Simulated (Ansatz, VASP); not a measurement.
## One calculation of AlN, two programs

```xyz
4
Lattice="3.0986 0.0000 0.0000 -1.5493 2.6835 0.0000 0.0000 0.0000 4.8163" Properties=species:S:1:pos:R:3 pbc="T T T"
Al    0.0000    1.7890    0.0083
Al    1.5493    0.8945    2.4165
N     0.0000    1.7890    1.8459
N     1.5493    0.8945    4.2541
```

Alike in both runs: task relaxation of the atoms; functional PBE; k mesh 9 × 9 × 6; occupations gaussian, width 0.05 eV; no spin polarisation.

|  | VASP | Ansatz |
| --- | --- | --- |
| version | VASP 6.6.1 | Ansatz 0.2.0 |
| potentials or method | VASP PAW PBE potentials, release 64 (Al, N) | scalar-relativistic, plane waves, PAW |
| plane-wave cutoff (eV) | 520 | 520 |
| valence electrons in the cell | 16 | 16 |

|  | VASP | Ansatz | Ansatz less VASP |
| --- | --- | --- | --- |
| gap on the k mesh at the Fermi level, each at its own relaxed structure (eV) | 4.39 | 4.38 | -0.012 |
| energy change over the relaxation (meV/atom) | -4 | -4 | 0.0 |

Ansatz warned: «stress_scf_threshold_loose».

Caveats: an odd mesh through Γ misses points on the zone boundary, where band edges often lie.
